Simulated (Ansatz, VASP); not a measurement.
## One calculation of Zr, two programs

```
CELL_PARAMETERS angstrom
2.97175 0.00000 0.00000
-1.48588 2.57361 0.00000
0.00000 0.00000 2.98427
ATOMIC_POSITIONS crystal
Zr 0.00000 0.00000 0.00000
```

Alike in both runs: functional PBEsol; k mesh 21 × 21 × 20; occupations gaussian, width 0.1 eV; no spin polarisation.

Ansatz relaxed the structure, and its values are those at the end. VASP's run is a single point on that final structure, the one shown.

|  | VASP | Ansatz |
| --- | --- | --- |
| version | VASP 6.6.1 | Ansatz 0.2.0 |
| potentials or method | VASP PAW PBE potentials, release 64 (Zr_sv) | scalar-relativistic, plane waves, PAW |
| plane-wave cutoff (eV) | 520 | 420 |
| valence electrons in the cell | 12 | 12 |

Ansatz gave:

* gap on the k mesh at the Fermi level (eV): none
* pressure (GPa): 0.0

Question: Which values does VASP return?

Answer: gap on the k mesh at the Fermi level (eV): none; pressure (GPa): 0.1.

A gap of «none» marks a metal or a gap that the smearing closes. The functional is the same, so the differences come from potentials, cutoffs and numerics.

Caveats: the PAW data sets were made with another functional, which shifts forces and pressure a little (VASP).
